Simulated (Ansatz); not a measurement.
Input of an Ansatz 0.2.0 run:

File input.yaml:

```yaml
crystal:
  lattice:
    - [0.0, 2.702, 2.702]
    - [2.702, 0.0, 2.702]
    - [2.702, 2.702, 0.0]
  atoms:
    - { symbol: Zn, position: [0.75, 0.75, 0.75] }
    - { symbol: S, position: [0.0, 0.0, 0.0] }
hamiltonian:
  xc: pbe0
  pseudopotentials: { kind: paw }
kpoints:
  mp_grid: { grid: [5, 5, 5] }
  band_path:
    path:
      - [[0.0, 0.0, 0.0], [0.5, 0.0, 0.5], [0.5, 0.25, 0.75], [0.375, 0.375, 0.75], [0.0, 0.0, 0.0], [0.5, 0.5, 0.5], [0.625, 0.25, 0.625], [0.5, 0.25, 0.75], [0.5, 0.5, 0.5], [0.375, 0.375, 0.75]]
      - [[0.625, 0.25, 0.625], [0.5, 0.0, 0.5]]
    npoints: 4
scf:
  occupations: { method: fermi_dirac, width: 0.05 }
  n_extra_bands: 6
output:
  forces: true
  stress: true
  eigenvalues: true
  fatbands: false
```

Potentials or basis: Ansatz PAW.

Run with:

```sh
$ ansatz run input.yaml --threads 2 --pin off --max-ram 5632MiB --backend cpu --events-out ev --progress --plain --runs-dir out
```

Predict the pressure.

0.7 GPa.

Estimate the band gap on the k mesh.

4.02 eV, direct.

Levels at the corners of the path, in eV from the valence-band top:
| point | band 6 | band 7 | band 8 | band 9 | band 10 | band 11 | band 12 | band 13 |
| --- | --- | --- | --- | --- | --- | --- | --- | --- |
| Γ | -7.52 | 0.00 | 0.00 | 0.00 | 4.02 | 8.42 | 8.42 | 8.42 |
| X | -7.24 | -5.05 | -2.37 | -2.37 | 5.08 | 5.99 | 13.28 | 14.45 |
| W | -7.07 | -4.87 | -3.01 | -2.90 | 7.50 | 8.29 | 9.97 | 10.13 |
| K | -7.12 | -4.94 | -3.39 | -1.93 | 5.94 | 8.02 | 11.47 | 12.00 |
| Γ | -7.52 | 0.00 | 0.00 | 0.00 | 4.02 | 8.42 | 8.42 | 8.42 |
| L | -7.28 | -5.66 | -0.92 | -0.92 | 5.26 | 8.91 | 8.91 | 10.93 |
| U | -7.12 | -4.94 | -3.39 | -1.93 | 5.94 | 8.02 | 11.47 | 12.00 |
| W | -7.07 | -4.87 | -3.01 | -2.90 | 7.50 | 8.29 | 9.97 | 10.13 |
| L | -7.28 | -5.66 | -0.92 | -0.92 | 5.26 | 8.91 | 8.91 | 10.93 |
| K | -7.12 | -4.94 | -3.39 | -1.93 | 5.94 | 8.02 | 11.47 | 12.00 |
| U | -7.12 | -4.94 | -3.39 | -1.93 | 5.94 | 8.02 | 11.47 | 12.00 |
| X | -7.24 | -5.05 | -2.37 | -2.37 | 5.08 | 5.99 | 13.28 | 14.45 |

Caveat: the PAW data sets come from PBE, with cores solved anew for the run's functional, which leaves a small shift of forces and pressure; the thresholds are loose for stress.

**The experiment to reproduce.**

From “Electronic, vibrational, and thermodynamic properties of ZnS (zincblende and rocksalt structure)”, 2009, arxiv:0911.5022, for a bulk crystal of ZnS at 19 K: band gap 3.85 eV (direct).

Against the measured gap of ZnS, 3.85 eV (direct; 19 K; quoted in “Electronic, vibrational, and thermodynamic properties of ZnS (zincblende and rocksalt structure)”, 2009, arxiv:0911.5022), the calculated 4.02 eV is off by +0.17 eV. The value is that of PBE0, without temperature or zero-point motion.
